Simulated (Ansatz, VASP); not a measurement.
# NaCl: VASP beside Ansatz

Contents of INCAR:

```
SYSTEM = NaCl
ALGO     = Normal         ! electronic algorithm
EDIFF    = 1E-6           ! SCF threshold, eV
ENCUT    = 520            ! plane-wave cutoff, eV
GGA      = PS             ! functional
ISIF     = 2              ! what is computed and relaxed
ISMEAR   = 0              ! smearing method
LASPH    = .TRUE.         ! aspherical terms in the spheres
LCHARG   = .FALSE.        ! write CHGCAR
LREAL    = .FALSE.        ! projectors in reciprocal space
LWAVE    = .FALSE.        ! write WAVECAR
NBANDS   = 14             ! bands
NELM     = 100            ! most SCF steps
PREC     = Accurate       ! precision mode
SIGMA    = 0.02           ! smearing width, eV
```

The input KPOINTS:

```
k-points
0
G
  6 6 6
  0 0 0
```

The input POSCAR:

```
NaCl
1.0
    3.5557034632      0.0000000000      0.0000000000
    0.0000000000      3.6082363132      0.0000000000
    0.0000000000      0.0000000000      3.5557034632
Na Cl
1 1
Direct
    0.0000000000      0.0000000000      0.0000000000
    0.5000000000      0.5000000000      0.5000000000
```

Input for Ansatz:

```yaml
crystal:
  lattice:
    - [3.5557034632, 0.0, 0.0]
    - [0.0, 3.6082363132, 0.0]
    - [0.0, 0.0, 3.5557034632]
  atoms:
    - { symbol: Na, position: [0.0, 0.0, 0.0] }
    - { symbol: Cl, position: [0.5, 0.5, 0.5] }
basis:
  ecutwfc: 420
kpoints:
  mp_grid: { grid: [6, 6, 6] }
hamiltonian:
  xc: pbesol
scf:
  occupations: { method: gaussian, width: 0.02 }
output:
  forces: true
  stress: true
  eigenvalues: true
```

Alike in both runs: task single point; functional PBEsol; k mesh 6 × 6 × 6; occupations gaussian, width 0.02 eV; no spin polarisation.

|  | VASP | Ansatz |
| --- | --- | --- |
| version | VASP 6.6.1 | Ansatz 0.2.0 |
| potentials or method | VASP PAW PBE potentials, release 64 (Na_pv, Cl) | scalar-relativistic, plane waves, PAW |
| plane-wave cutoff (eV) | 520 | 420 |
| valence electrons in the cell | 14 | 16 |

|  | VASP | Ansatz | Ansatz less VASP |
| --- | --- | --- | --- |
| gap on the k mesh at the Fermi level (eV) | 3.63 | 3.63 | +0.003 |
| least direct gap on the mesh (eV) | 4.07 | 4.07 | +0.003 |
| pressure (GPa) | -2.4 | -2.4 | 0.00 |
| largest component of the traceless stress (GPa) | 0.64 | 0.64 | -0.001 |

The two sets of potentials don't hold the same shells in valence.

Caveats: the PAW data sets were made with another functional, which shifts forces and pressure a little (VASP). A k mesh can miss the band edges.
